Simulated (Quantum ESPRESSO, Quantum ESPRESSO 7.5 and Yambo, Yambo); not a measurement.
# Quasiparticle gap of AlN (F-43m) in Yambo

Aim: the G0W0 gap of AlN (F-43m) on PBE, step by step.

Program: Quantum ESPRESSO 7.5 and Yambo 5.3.0. Level of theory: PBE and many-body steps on it, plane waves. Results are calculated unless marked as measured.

## 1. Starting point

Symmetry: F-43m, No. 216, cubic system. Conventional cell: a = 4.368 Å, b = 4.368 Å, c = 4.368 Å, α = 90.00°, β = 90.00°, γ = 90.00°. Nearest to Al lie 4 N at 1.89 Å. N has 4 Al at 1.89 Å nearest. Farther neighbours and most contacts between anions are not listed.

The cell and positions are those that the Materials Project relaxed with its own functionals (PBE, PBE+U or r2SCAN), kept fixed. This is not the form that AlN usually takes at ambient conditions.

## 2. Ground state

This step: Quantum ESPRESSO 7.5; DFT, PBE, plane waves, norm-conserving pseudopotentials.

The ground-state density comes first.

Contents of pw.in:

```
&control
  calculation = 'scf'
  prefix = 'x'
  outdir = 'o'
  pseudo_dir = 'pseudo'
/
&system
  ibrav = 0
  nat = 2
  ntyp = 2
  ecutwfc = 72.0
  nbnd = 9
  force_symmorphic = .true.
/
&electrons
  conv_thr = 1e-10
  electron_maxstep = 80
  mixing_beta = 0.5
/
ATOMIC_SPECIES
  Al 26.982 Al.upf
  N 14.007 N.upf
CELL_PARAMETERS angstrom
  -0.0000000000 2.1839935596 2.1839935596
  2.1839935596 -0.0000000000 2.1839935596
  2.1839935596 2.1839935596 -0.0000000000
ATOMIC_POSITIONS crystal
  Al 0.0000000000 0.0000000000 0.0000000000
  N 0.7500000000 0.7500000000 0.7500000000
K_POINTS automatic
  8 8 8 0 0 0
```

Command:

```
> OMP_NUM_THREADS=1 mpirun -n 8 pw.x -nk 8 -in pw.in > pw.out
```

The log of the run:

```text
Program PWSCF v.7.5 starts

     This program is part of the open-source Quantum ESPRESSO suite
     for quantum simulation of materials; please cite
         "P. Giannozzi et al., J. Phys.:Condens. Matter 21 395502 (2009);
         "P. Giannozzi et al., J. Phys.:Condens. Matter 29 465901 (2017);
         "P. Giannozzi et al., J. Chem. Phys. 152 154105 (2020);
     in publications or presentations arising from this work. More details at
     Message from routine setup:
     using ibrav=0 with symmetry is DISCOURAGED, use correct ibrav instead

     G-vector sticks info

     bravais-lattice index     =            0
     lattice parameter (alat)  =       5.8367  a.u.
     unit-cell volume          =     140.5985 (a.u.)^3
     number of atoms/cell      =            2
     number of atomic types    =            2
     number of electrons       =         8.00
     number of Kohn-Sham states=            9
     kinetic-energy cutoff     =      72.0000  Ry
     charge density cutoff     =     288.0000  Ry
     scf convergence threshold =      1.0E-10
     mixing beta               =       0.5000
     number of iterations used =            8  plain     mixing
     Exchange-correlation= PBE
                           (   1   4   3   4   0   0   0)

     celldm(1)=   5.836671  celldm(2)=   0.000000  celldm(3)=   0.000000
     celldm(4)=   0.000000  celldm(5)=   0.000000  celldm(6)=   0.000000

     crystal axes: (cart. coord. in units of alat)
               a(1) = (  -0.000000   0.707107   0.707107 )
               a(2) = (   0.707107  -0.000000   0.707107 )
               a(3) = (   0.707107   0.707107  -0.000000 )

     reciprocal axes: (cart. coord. in units 2 pi/alat)
               b(1) = ( -0.707107  0.707107  0.707107 )
               b(2) = (  0.707107 -0.707107  0.707107 )
               b(3) = (  0.707107  0.707107 -0.707107 )
     Pseudo is Norm-conserving + core correction, Zval =  3.0
     Generated using ONCVPSP code by D. R. Hamann
     Using radial grid of 1876 points,  6 beta functions with:
     Pseudo is Norm-conserving + core correction, Zval =  5.0
     Generated using ONCVPSP code by D. R. Hamann
     Using radial grid of 1058 points,  4 beta functions with:
     Al                3.00    26.98200     Al( 1.00)
     N                 5.00    14.00700     N ( 1.00)

     24 Sym. Ops. (no inversion) found

   Cartesian axes

     site n.     atom                  positions (alat units)
         1        Al     tau(   1) = (   0.0000000   0.0000000   0.0000000  )
         2        N      tau(   2) = (   1.0606602   1.0606602   1.0606602  )

     number of k points=    29
                       cart. coord. in units 2pi/alat
        k(    1) = (   0.0000000   0.0000000   0.0000000), wk =   0.0039062
        k(    2) = (   0.0883883   0.0883883  -0.0883883), wk =   0.0312500
        k(    3) = (   0.1767767   0.1767767  -0.1767767), wk =   0.0312500
        k(    4) = (   0.2651650   0.2651650  -0.2651650), wk =   0.0312500
        k(    5) = (  -0.3535534  -0.3535534   0.3535534), wk =   0.0156250
        k(    6) = (   0.1767767   0.0000000   0.0000000), wk =   0.0234375
        k(    7) = (   0.2651650   0.0883883  -0.0883883), wk =   0.0937500
        k(    8) = (   0.3535534   0.1767767  -0.1767767), wk =   0.0937500
        k(    9) = (  -0.2651650  -0.4419417   0.4419417), wk =   0.0937500
        k(   10) = (  -0.1767767  -0.3535534   0.3535534), wk =   0.0937500
     [... 17 further rows ...]
        k(   28) = (  -0.7071068   0.1767767  -0.0000000), wk =   0.0468750
        k(   29) = (  -0.7071068   0.3535534   0.0000000), wk =   0.0234375

     Dense  grid:    11575 G-vectors     FFT dimensions: (  32,  32,  32)

     Initial potential from superposition of free atoms

     starting charge       7.9975, renormalised to       8.0000
     Starting wfcs are    8 randomized atomic wfcs +    1 random wfcs

     per-process dynamical memory:    11.4 Mb

     Self-consistent Calculation

     iteration #  1     ecut=    72.00 Ry     beta= 0.50

     total energy              =     -25.41046356 Ry
     estimated scf accuracy    <       0.59622317 Ry

     iteration #  2     ecut=    72.00 Ry     beta= 0.50

     total energy              =     -25.57268590 Ry
     estimated scf accuracy    <       0.07135400 Ry

     iteration #  3     ecut=    72.00 Ry     beta= 0.50

     total energy              =     -25.58431093 Ry
     estimated scf accuracy    <       0.00446948 Ry

     iteration #  4     ecut=    72.00 Ry     beta= 0.50

     total energy              =     -25.58486038 Ry
     estimated scf accuracy    <       0.00103034 Ry

     iteration #  5     ecut=    72.00 Ry     beta= 0.50

     total energy              =     -25.58488936 Ry
     estimated scf accuracy    <       0.00009426 Ry

     iteration #  6     ecut=    72.00 Ry     beta= 0.50

     total energy              =     -25.58492155 Ry
     estimated scf accuracy    <       0.00003751 Ry

     iteration #  7     ecut=    72.00 Ry     beta= 0.50

     total energy              =     -25.58492377 Ry
     estimated scf accuracy    <       0.00000321 Ry

     iteration #  8     ecut=    72.00 Ry     beta= 0.50

     total energy              =     -25.58492416 Ry
     estimated scf accuracy    <       0.00000019 Ry

     iteration #  9     ecut=    72.00 Ry     beta= 0.50

     total energy              =     -25.58492420 Ry
     estimated scf accuracy    <       0.00000002 Ry

     iteration # 10     ecut=    72.00 Ry     beta= 0.50

     total energy              =     -25.58492420 Ry
     estimated scf accuracy    <          6.0E-09 Ry

     iteration # 11     ecut=    72.00 Ry     beta= 0.50

     total energy              =     -25.58492420 Ry
     estimated scf accuracy    <          2.2E-09 Ry

     iteration # 12     ecut=    72.00 Ry     beta= 0.50

     End of self-consistent calculation

          k = 0.0000 0.0000 0.0000 (  1459 PWs)   bands (ev):

    -8.0105   6.9566   6.9566   6.9566  11.1487  19.5460  19.5460  19.5460
    24.7019

          k = 0.0884 0.0884-0.0884 (  1438 PWs)   bands (ev):

    -7.7834   5.7786   6.8782   6.8782  12.0884  18.9662  19.7142  19.7142
    23.1487

          k = 0.1768 0.1768-0.1768 (  1447 PWs)   bands (ev):

    -7.1599   3.6989   6.7011   6.7011  13.4084  17.9339  19.3059  19.3059
    23.2695

          k = 0.2652 0.2652-0.2652 (  1441 PWs)   bands (ev):

     [... further k-points ...]

     highest occupied, lowest unoccupied level (ev):     6.9566   10.2814

!    total energy              =     -25.58492420 Ry
     estimated scf accuracy    <          5.2E-11 Ry

     The total energy is the sum of the following terms:
     one-electron contribution =      -0.92916136 Ry
     hartree contribution      =       5.64189831 Ry
     xc contribution           =      -8.49770195 Ry
     ewald contribution        =     -21.79995921 Ry

     convergence has been achieved in  12 iterations

     XML data file, charge density, pseudopotentials, collected wavefunctions

=------------------------------------------------------------------------------=
   JOB DONE.
=------------------------------------------------------------------------------=
```

Wall time 1.5 s (8 MPI ranks of Arm Neoverse V2, shared host); peak memory 0.05 GiB.

Numbers from this step:

```yaml
total_energy: -348.1006 eV
gap: 3.325 eV
k_of_the_valence_top: 0, 0, 0
k_of_the_conduction_bottom: 0, -0.5, -0.5
least_direct_gap: 4.192 eV
```

The gap is indirect, with the least direct gap 0.87 eV higher.

## 3. Bands along the symmetry lines

Levels along a band path, at the cheap level, show where the edges lie and whether the meshes to come will hold them.

Contents of pw.in:

```
&control
  calculation = 'bands'
  prefix = 'x'
  outdir = 'o'
  pseudo_dir = 'pseudo'
/
&system
  ibrav = 0
  nat = 2
  ntyp = 2
  ecutwfc = 72.0
  nbnd = 10
  force_symmorphic = .true.
/
&electrons
  conv_thr = 1e-9
  electron_maxstep = 80
  diago_full_acc = .true.
  diago_thr_init = 5e-6
/
ATOMIC_SPECIES
  Al 26.982 Al.upf
  N 14.007 N.upf
CELL_PARAMETERS angstrom
  -0.0000000000 2.1839935596 2.1839935596
  2.1839935596 -0.0000000000 2.1839935596
  2.1839935596 2.1839935596 -0.0000000000
ATOMIC_POSITIONS crystal
  Al 0.0000000000 0.0000000000 0.0000000000
  N 0.7500000000 0.7500000000 0.7500000000
K_POINTS crystal
  50
  0.00000000 0.00000000 0.00000000 1
  -0.06250000 -0.06250000 0.00000000 1
  -0.12500000 -0.12500000 0.00000000 1
  -0.18750000 -0.18750000 0.00000000 1
  -0.25000000 -0.25000000 0.00000000 1
  -0.31250000 -0.31250000 0.00000000 1
  -0.37500000 -0.37500000 0.00000000 1
  -0.43750000 -0.43750000 0.00000000 1
  -0.50000000 -0.50000000 0.00000000 1
  -0.48437500 -0.48437500 0.03125000 1
  -0.46875000 -0.46875000 0.06250000 1
  -0.45312500 -0.45312500 0.09375000 1
  -0.43750000 -0.43750000 0.12500000 1
  -0.42187500 -0.42187500 0.15625000 1
  -0.40625000 -0.40625000 0.18750000 1
  -0.39062500 -0.39062500 0.21875000 1
  -0.37500000 -0.37500000 0.25000000 1
  -0.37500000 0.00000000 0.37500000 1
  -0.32812500 0.00000000 0.32812500 1
  -0.28125000 0.00000000 0.28125000 1
  -0.23437500 0.00000000 0.23437500 1
  -0.18750000 0.00000000 0.18750000 1
  -0.14062500 0.00000000 0.14062500 1
  -0.09375000 0.00000000 0.09375000 1
  -0.04687500 0.00000000 0.04687500 1
  0.00000000 0.00000000 0.00000000 1
  0.00000000 0.00000000 0.06250000 1
  0.00000000 0.00000000 0.12500000 1
  0.00000000 0.00000000 0.18750000 1
  0.00000000 0.00000000 0.25000000 1
  0.00000000 0.00000000 0.31250000 1
  0.00000000 0.00000000 0.37500000 1
  0.00000000 0.00000000 0.43750000 1
  0.00000000 0.00000000 0.50000000 1
  -0.06250000 -0.03125000 0.46875000 1
  -0.12500000 -0.06250000 0.43750000 1
  -0.18750000 -0.09375000 0.40625000 1
  -0.25000000 -0.12500000 0.37500000 1
  -0.31250000 -0.15625000 0.34375000 1
  -0.37500000 -0.18750000 0.31250000 1
  -0.43750000 -0.21875000 0.28125000 1
  -0.50000000 -0.25000000 0.25000000 1
  -0.50000000 -0.28125000 0.21875000 1
  -0.50000000 -0.31250000 0.18750000 1
  -0.50000000 -0.34375000 0.15625000 1
  -0.50000000 -0.37500000 0.12500000 1
  -0.50000000 -0.40625000 0.09375000 1
  -0.50000000 -0.43750000 0.06250000 1
  -0.50000000 -0.46875000 0.03125000 1
  -0.50000000 -0.50000000 0.00000000 1
```

The log of the run:

```text
[banner, memory and clock lines left out]
Program PWSCF v.7.5 starts

     Atomic positions and unit cell read from directory:
     o/x.save/

     Message from routine setup:
     using ibrav=0 with symmetry is DISCOURAGED, use correct ibrav instead

     G-vector sticks info

     bravais-lattice index     =            0
     lattice parameter (alat)  =       5.8367  a.u.
     unit-cell volume          =     140.5985 (a.u.)^3
     number of atoms/cell      =            2
     number of atomic types    =            2
     number of electrons       =         8.00
     number of Kohn-Sham states=           10
     kinetic-energy cutoff     =      72.0000  Ry
     charge density cutoff     =     288.0000  Ry
     Exchange-correlation= PBE
                           (   1   4   3   4   0   0   0)

     celldm(1)=   5.836671  celldm(2)=   0.000000  celldm(3)=   0.000000
     celldm(4)=   0.000000  celldm(5)=   0.000000  celldm(6)=   0.000000

     crystal axes: (cart. coord. in units of alat)
               a(1) = (  -0.000000   0.707107   0.707107 )
               a(2) = (   0.707107  -0.000000   0.707107 )
               a(3) = (   0.707107   0.707107  -0.000000 )

     reciprocal axes: (cart. coord. in units 2 pi/alat)
               b(1) = ( -0.707107  0.707107  0.707107 )
               b(2) = (  0.707107 -0.707107  0.707107 )
               b(3) = (  0.707107  0.707107 -0.707107 )
     Pseudo is Norm-conserving + core correction, Zval =  3.0
     Generated using ONCVPSP code by D. R. Hamann
     Using radial grid of 1876 points,  6 beta functions with:
     Pseudo is Norm-conserving + core correction, Zval =  5.0
     Generated using ONCVPSP code by D. R. Hamann
     Using radial grid of 1058 points,  4 beta functions with:
     Al                3.00    26.98200     Al( 1.00)
     N                 5.00    14.00700     N ( 1.00)

     24 Sym. Ops. (no inversion) found

   Cartesian axes

     site n.     atom                  positions (alat units)
         1        Al     tau(   1) = (   0.0000000   0.0000000   0.0000000  )
         2        N      tau(   2) = (   1.0606602   1.0606602   1.0606602  )

     number of k points=    50
                       cart. coord. in units 2pi/alat
        k(    1) = (   0.0000000   0.0000000   0.0000000), wk =   0.0400000
        k(    2) = (   0.0000000   0.0000000  -0.0883883), wk =   0.0400000
        k(    3) = (   0.0000000   0.0000000  -0.1767767), wk =   0.0400000
[...]
[... 38 further rows ...]
        k(   49) = (   0.0441942  -0.0000000  -0.7071068), wk =   0.0400000
        k(   50) = (   0.0000000   0.0000000  -0.7071068), wk =   0.0400000

     Dense  grid:    11575 G-vectors     FFT dimensions: (  32,  32,  32)

     The potential is recalculated from file :
     o/x.save/charge-density

     Starting wfcs are    8 randomized atomic wfcs +    2 random wfcs

     Band Structure Calculation

     End of band structure calculation

          k = 0.0000 0.0000 0.0000 (  1459 PWs)   bands (ev):

    -8.0106   6.9565   6.9565   6.9565  11.1486  19.5460  19.5460  19.5460
    24.7019  24.7020

          k = 0.0000 0.0000-0.0884 (  1443 PWs)   bands (ev):

    -7.9338   6.6069   6.8734   6.8734  11.5309  19.2837  19.6564  19.6564
    22.9885  24.8199

          k = 0.0000 0.0000-0.1768 (  1439 PWs)   bands (ev):

    -7.7082   5.8262   6.6453   6.6453  12.3450  18.6407  19.9667  19.9667
    20.8183  25.1734

          k =-0.0000 0.0000-0.2652 (  1447 PWs)   bands (ev):

[...]
k = 0.0000 0.0000-0.3536 (  1475 PWs)   bands (ev):

[...]
k = 0.0000-0.0000-0.4419 (  1447 PWs)   bands (ev):

[...]
k =-0.0000 0.0000-0.5303 (  1451 PWs)   bands (ev):

[...]
k = 0.0000-0.0000-0.6187 (  1452 PWs)   bands (ev):

[...]
k = 0.5303-0.0000-0.5303 (  1472 PWs)   bands (ev):

[...]
k = 0.0000 0.0000 0.0000 (  1459 PWs)   bands (ev):

[...]
k = 0.1326 0.0000-0.7071 (  1448 PWs)   bands (ev):

[...]
k = 0.0884-0.0000-0.7071 (  1448 PWs)   bands (ev):

[...]
k = 0.0442-0.0000-0.7071 (  1442 PWs)   bands (ev):

    -5.3233   2.0804   5.1361   5.1367  10.3752  15.6803  20.8434  22.5096
    22.6842  30.5374

          k = 0.0000 0.0000-0.7071 (  1428 PWs)   bands (ev):

    -5.3253   2.0589   5.1811   5.1811  10.2814  15.6083  20.8765  22.6540
    22.6540  30.4717

     XML data file, pseudopotentials, collected wavefunctions
```

Run time: 1.2 s. Hardware: 8 MPI ranks; peak memory 0.05 GiB.

This step gave:

* gap: 3.325 eV
* k of the valence top: 0, 0, 0
* k of the conduction bottom: -0.5, -0.5, 0
* least direct gap: 4.192 eV

The gap is 3.325 eV, as in the run before at this level.

Electronic bands along the path, in eV, zero at the top of the highest filled band; v1 is the highest filled band, c1 the lowest empty one:

```tsv
point	v4	v3	v2	v1	c1	c2	c3	c4
Γ	-14.97	0.00	0.00	0.00	4.19	12.59	12.59	12.59
halfway	-13.84	-2.88	-0.98	-0.98	5.96	10.29	11.51	14.02
X	-12.28	-4.90	-1.78	-1.78	3.32	8.65	13.92	15.70
halfway	-12.27	-4.73	-2.47	-1.67	3.96	9.19	13.67	15.23
U	-12.30	-4.25	-3.63	-1.37	5.17	10.12	13.05	14.17
jump to K	-12.30	-4.25	-3.63	-1.37	5.17	10.12	13.05	14.17
halfway	-13.74	-3.54	-1.50	-0.20	7.34	10.30	11.41	12.58
Γ	-14.97	0.00	0.00	0.00	4.19	12.59	12.59	12.59
halfway	-14.12	-3.26	-0.26	-0.26	6.45	10.98	12.35	12.35
L	-12.92	-5.86	-0.48	-0.48	7.39	9.85	11.17	11.17
halfway	-12.60	-5.14	-2.22	-1.12	7.11	9.26	12.17	12.69
W	-12.23	-3.77	-3.44	-2.70	6.05	11.45	11.98	12.16
halfway	-12.25	-4.56	-2.40	-2.29	4.57	9.69	13.40	13.89
X	-12.28	-4.90	-1.78	-1.78	3.32	8.65	13.92	15.70
```

The electronic bands as a text plot (rows in eV, shown from -8.0 to 9.3 only):

```
    9.0 |         ++++++      ++                    +++       +++
    8.2 |                     ++                    +
    7.5 |                   ++  +              +++++ +
    6.8 |                        ++         +++       ++
    6.1 |    +++           +               +            ++++
    5.4 |  ++   ++        +        ++    ++                 +
    4.6 | +              +           +  +                    +
    3.9 |+        +++  ++             ++                      ++
    3.2 |            ++                                         +
    2.5 |
    1.7 |
    1.0 |
    0.3 |*                         ******
   -0.4 | ****              **********  *************
   -1.1 |  ** ****       ***    *****    **         ****
   -1.9 |    *    *******                  *         ** *     ***
   -2.6 |     **       **     ** **                    * *****
   -3.3 |       **       *****  *           *           *****
   -4.0 |         *      ***  **             **         *****
   -4.8 |          ******   **                 *       *     ****
   -5.5 |                                       * *****
   -6.2 |                                        *
   -6.9 |
   -7.6 |
         Γ           X  U|K            Γ         L        W     X
```

(Continued in part 2 of 3.)

[Paths, hosts, dates, memory and timing lines, banners, echoed tables and standing remarks are left out of the program output.]

[Logs are printed without paths, hosts, clocks, repeated set-up lines and the standing remarks that a program may print on its own settings, such as how far it seeks lower states.]

[Runs of the session that timed out or met a known fault of the program may be left out.]

[Hosts, paths, dates, database ids (printed as entryN), source tags and the programs' standing remarks are cut or masked in the printed files.]
